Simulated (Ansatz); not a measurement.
# BN: the cost of one run

Method: DFT PBEsol, scalar-relativistic, plane waves, PAW, in Ansatz 0.2.0.

3 further runs of the same task are left out: 2 that didn't finish, 1 set aside as unsound or not needed.

### 1 The system as given

It takes space group P-6m2 (No. 187, hexagonal). The conventional cell has a = 2.510 Å, b = 2.510 Å, c = 6.690 Å, α = 90.00°, β = 90.00°, γ = 120.00°. B (site symmetry -6m2) is surrounded by 3 N at 1.45 Å. Around N (site symmetry -6m2) lie 3 B at 1.45 Å.

Structure file:

```
CELL_PARAMETERS angstrom
2.51000 0.00000 0.00000
-1.25500 2.17372 0.00000
0.00000 0.00000 6.69000
ATOMIC_POSITIONS crystal
B 0.00000 0.00000 0.50000
B 0.33333 0.66667 0.00000
N 0.00000 0.00000 0.00000
N 0.66667 0.33333 0.50000
```

The structure comes from the Crystallography Open Database.

### 2 One atom moved

The change: atom 2 (B) moved by 0.15 Å.

The input, input.yaml:

```yaml
crystal:
  lattice:
    - [2.5099983704, 0.0, 0.0]
    - [-1.2549991852, 2.1737223522, 0.0]
    - [0.0, 0.0, 6.69]
  atoms:
    - { symbol: B, position: [0.0, 0.0, 0.5] }
    - { symbol: B, position: [0.3333333333, 0.6666666667, 0.0224215247] }
    - { symbol: "N", position: [0.0, 0.0, 0.0] }
    - { symbol: "N", position: [0.6666666667, 0.3333333333, 0.5] }
basis:
  ecutwfc: 420
kpoints:
  mp_grid: { grid: [12, 12, 4] }
hamiltonian:
  xc: pbesol
scf:
  occupations: { method: gaussian, width: 0.02 }
output:
  forces: true
  stress: true
  eigenvalues: true
```

Command:

```
> ansatz run input.yaml --threads 1 --pin off --max-ram 1331MiB --backend cpu --events-out ev --progress --plain --runs-dir out
```

Q: Estimate wall time and peak memory on 1 thread of an x86-64 CPU, shared host.

About 7.3 s, with a peak of 0.33 GiB.
